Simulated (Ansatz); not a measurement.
# MgS under changes of volume

One of the cells (22.670 Å³/atom); the others are scaled copies at fixed shape and fractional positions:

```
CELL_PARAMETERS angstrom
4.03462 0.00000 0.00000
-2.01731 3.49409 0.00000
0.00000 0.00000 6.43229
ATOMIC_POSITIONS crystal
S 0.66667 0.33333 0.87924
S 0.33333 0.66667 0.37924
Mg 0.33333 0.66667 0.99575
Mg 0.66667 0.33333 0.49575
```

The cell comes from a database or a generator and needn't be the stable form of this composition.

```yaml
Program: Ansatz 0.2.0
Functional: PBEsol
Potentials_or_basis: all-electron LAPW, scalar-relativistic
Cutoff: 192 eV (chosen from the basis error)
Basis_error_allowed: 0.002 eV/atom
k_mesh: 8 × 8 × 4
Occupations: fermi-dirac, width 0.05 eV
Spin: no spin polarisation
```

| volume (Å³/atom) | energy over the lowest point (meV/atom) | pressure (GPa) | gap on the mesh (eV) | largest force (eV/Å) |
| --- | --- | --- | --- | --- |
| 21.309 | 13.05 | 3.6 | 3.57 | 0.037 |
| 21.763 | 4.93 | 2.2 | 3.47 | 0.040 |
| 22.216 | 0.70 | 0.9 | 3.37 | 0.042 |
| 22.670 | 0.00 | -0.3 | 3.27 | 0.045 |
| 23.123 | 2.50 | -1.4 | 3.17 | 0.047 |
| 23.576 | ? | ? | ? | ? |
| 24.030 | 15.87 | -3.3 | 3.00 | 0.050 |

Problem. What does the run at 23.576 Å³/atom give?

Solution. Energy over the lowest point 7.88 meV/atom; pressure -2.4 GPa; gap on the mesh 3.08 eV; largest force 0.049 eV/Å.

Worked out: A Birch-Murnaghan fit of order 3 (a polynomial in V^(-2/3)) to the other rows has its minimum at 22.54 Å³/atom with B0 = V·E''(V) = 58 GPa and B' = 3.9 at fixed shape and positions, which overstates the stiffness. It gives 7.87 meV/atom at 23.576 Å³/atom, against the run's 7.88, and -dE/dV = -2.4 GPa, against -2.4. A straight line through the other rows of the gap, of slope -4.78 eV per unit of ln V (its deformation potential), gives 3.09 eV, against the run's 3.08.

Energies are extrapolated to zero smearing.
